For diamond's lattice constant, WC is the most promising choice among these ABINIT and FLEUR runs. LDA makes the crystal too small, PBE makes it too large by a similar amount once atomic vibration is allowed for, and RPBE and rPW86PBE overshoot further. The step from LDA to PBE with the same kind of potentials is 0.035 Å, about three times the scatter of 0.012 Å among the LDA-type rows. PBE's close match to the measured value needs a correction, however, because atomic vibration is present in the experiment and absent from the calculations.

Diamond (two-atom cell, Fd-3m) in Kohn–Sham DFT with ABINIT 10.8.3 and FLEUR MaX-R8.1, without spin polarisation, spin–orbit coupling or dispersion correction, and with 0.05 eV Fermi–Dirac smearing. Lattice constants are for the cubic cell, from equation-of-state fits without zero-point motion; the measured value is 3.567 Å (pmc:9553866).

```
                                    program  functional             how the value is got                      potentials or basis  wave cutoff (eV)    k-mesh  computed lattice constant (Å)  computed over measured, less one (%)
                          ABINIT 10.8.3 (1)         LDA  from the rest volume of the fit                         JTH PAW LDA v2.0               707  13x13x13                          3.530                                 -1.04
FLEUR MaX-R8.1 (later development tree) (1)         LDA  from the rest volume of the fit                             all electron               n/a  13x13x13                          3.532                                 -0.99
                          ABINIT 10.8.3 (2)      LDA-PZ  from the rest volume of the fit                         JTH PAW LDA v2.0               544  13x13x13                          3.532                                 -0.97
                          ABINIT 10.8.3 (3)   LDA-Teter  from the rest volume of the fit     PseudoDojo NC SR LDA v0.4.1 standard              1116  13x13x13                          3.538                                 -0.81
     FLEUR MaX-R8.1 (patched build s14) (1)          PZ  from the rest volume of the fit                             all electron               n/a  13x13x13                          3.542                                 -0.69
                          ABINIT 10.8.3 (4)     HCTH407  from the rest volume of the fit                         JTH PAW PBE v2.0               544  13x13x13                          3.549                                 -0.50
                          ABINIT 10.8.3 (5)          WC  from the rest volume of the fit  PseudoDojo NC SR PBEsol v0.4.1 standard              1116  13x13x13                          3.563                                 -0.12
                          ABINIT 10.8.3 (6)         PBE  from the rest volume of the fit     PseudoDojo NC SR PBE v0.4.1 standard              1116  13x13x13                          3.573                                  0.16
                          ABINIT 10.8.3 (7)        BP86  from the rest volume of the fit                         JTH PAW PBE v2.0               544  13x13x13                          3.578                                  0.31
FLEUR MaX-R8.1 (later development tree) (2)      Xalpha  from the rest volume of the fit                             all electron               n/a  13x13x13                          3.583                                  0.46
     FLEUR MaX-R8.1 (patched build s14) (2)        RPBE  from the rest volume of the fit                             all electron               n/a  13x13x13                          3.588                                  0.60
                          ABINIT 10.8.3 (8)    rPW86PBE  from the rest volume of the fit     PseudoDojo NC SR PBE v0.4.1 standard              1116  13x13x13                          3.606                                  1.09
```

A change of functional acts on the crystal like an added pressure. If the new energy term falls as the cell grows, it pushes outward, and the crystal expands until its stiffness balances the push. For a small added pressure ΔP and bulk modulus B, the lattice constant a changes by

Δa/a = ΔP/(3B)

The factor 3 appears because volume grows as a³. The relation converts lattice errors into pressures; it is no independent test here, since both come from the same energies.

The five LDA-type rows at the top are about 0.7 to 1.0% shorter than the measured value. LDA treats the charge at each point as part of a uniform electron gas. It thereby undervalues the energy gained by uneven charge, which favours more separated atoms, and so it binds too strongly. The differences within this group do not rank the versions of LDA, because potentials, cutoff and basis change as well.

HCTH407 comes next. With the vibration correction described below it is only about 0.15% short, the smallest error in the table and smaller than that of WC, but this is no recommendation. This run used potentials made for PBE, and its energy curve is much less smooth than the others. How much of its short lattice belongs to the functional is untested.

WC and PBE lie on either side of the measured value, within 0.2%. Their gradient corrections reward uneven charge and push the atoms apart, more weakly in WC than in PBE. Zero-point vibration also expands the real crystal, by roughly 0.013 Å according to a Debye estimate with rough recalled constants. Against a measured value reduced by that amount, WC is about 0.2% long and PBE about 0.5% long, while LDA is 0.3 to 0.7% short. PBE is then about as far off as LDA, but on the other side. WC's advantage over PBE is plausible but not settled: the two runs share program and cutoff, but the WC run used potentials made for another functional, PBEsol.

Further down, Xalpha shows how a simpler level can look better than it is. It keeps a local exchange energy but leaves out correlation, the energy electrons gain by avoiding one another. The scale of its exchange is not printed; its total energy, about 11 eV per atom above LDA at the smallest cell, suggests the plain exchange of the uniform gas, which is assumed here. Correlation strengthens on compression and therefore pulls the crystal inward. Xalpha lacks this pull as well as the outward push of a gradient correction, so two omissions partly cancel.

The size of the pull can be estimated from the uniform electron gas. Let ε be the correlation energy per electron and r the mean electron spacing, which grows as the cube root of the volume V. For four valence electrons per atom, the pressure is

P = −(4/V) (r/3) dε/dr

At diamond's mean valence density, r dε/dr is about 0.56 eV. With V = 5.67 Å³ per atom this gives

P ≈ −4 × 0.56 eV/(3 × 5.67 Å³) ≈ −0.13 eV/Å³ ≈ −21 GPa

Removing this pull should lengthen the LDA lattice by 21/(3 × 446), or 1.6%, where 446 GPa is the mean bulk modulus of the LDA and Xalpha runs. The computed step is 1.4%. The estimate uses no lattice constant from the table, and taking the formula at half the density hardly changes it. It cannot predict the gradient-corrected rows, because a uniform gas has no gradients.

At the bottom of the table, RPBE and rPW86PBE push too hard. RPBE's outward push relative to LDA is about 21 GPa, as large as the whole estimated pull of correlation. The step from PBE to rPW86PBE is 0.033 Å with the same potentials, cutoff and correlation, so it comes from exchange, though the potentials were made for PBE and its exact size may depend on that. A stronger gradient dependence of exchange should therefore mean a longer lattice, and a softer crystal would yield more to the same push.

The tolerance of the task decides how much this matters. If 1% in a is enough, every level except rPW86PBE meets it after the rough vibration correction, though RPBE only barely. By the same estimate, none reaches 0.1%. For stress calculations the demand is sharper: held at the vibration-free measured size, diamond would show a false outward pressure of about 7 GPa in PBE and 3 GPa in WC.

Moving from LDA to a gradient-corrected functional should add little cost, since both need only the local density and, for the latter, its gradient. The potentials matter more. The number of plane waves grows as the cutoff to the power 3/2, so going from 544 to 1116 eV gives about 2.9 times as many. The printed analysis after this text lists the errors and pressure steps for each row.

Printed output of the fit:

```
Errors and steps from the LDA row of the same family:
                                          row  error without zero-point motion (%)  false pressure at the right static cell (GPa)  added outward pressure (GPa)  step from pressure (Å)  computed step (Å)
                            ABINIT 10.8.3 (1)                              -0.6838                                         -9.612                       -0.9428               -0.002374             -0.002
  FLEUR MaX-R8.1 (later development tree) (1)                              -0.6275                                         -8.814                             0                       0                  0
                            ABINIT 10.8.3 (2)                              -0.6275                                         -8.783                             0                       0                  0
                            ABINIT 10.8.3 (3)                              -0.4587                                         -6.392                             0                       0                  0
       FLEUR MaX-R8.1 (patched build s14) (1)                              -0.3462                                         -4.894                         4.016                 0.01007               0.01
                            ABINIT 10.8.3 (4)                              -0.1492                                         -2.024                         6.296                 0.01614              0.017
                            ABINIT 10.8.3 (5)                               0.2447                                          3.275                          9.34                 0.02419              0.025
                            ABINIT 10.8.3 (6)                                0.526                                          6.823                         12.96                 0.03408              0.035
                            ABINIT 10.8.3 (7)                               0.6667                                          8.559                         17.23                 0.04535              0.046
  FLEUR MaX-R8.1 (later development tree) (2)                               0.8074                                          10.26                         19.29                 0.05092              0.051
       FLEUR MaX-R8.1 (patched build s14) (2)                                0.948                                          11.95                          21.1                 0.05594              0.056
                            ABINIT 10.8.3 (8)                                1.454                                           17.6                         24.78                 0.06736              0.068
Rough zero-point expansion in the measured value (%): 0.3549
The same expansion (Å): 0.01261
Measured lattice constant less zero-point expansion (Å): 3.554
Spread of the five LDA-type rows (Å): 0.012
Step from PBE to rPW86PBE with equal potentials and correlation (Å): 0.033
Largest miss of the step from pressure (Å): 0.000921
Xalpha energy above LDA at the smallest cell (eV/atom): 10.99
Rough lowering if alpha were 0.70 and not 2/3 with recalled exchange of 4.5 hartree (eV/atom): 6.123
Inward pull of correlation from the uniform gas (GPa): 21.03
The same pull with the formula taken at half the density (GPa): 20.51
Uniform-gas pull over computed Xalpha pressure less LDA pressure (ratio): 1.09
Bulk modulus of PBE against LDA-Teter (%): -6.917
Plane waves at the highest over the lowest ABINIT cutoff (ratio): 2.938
```
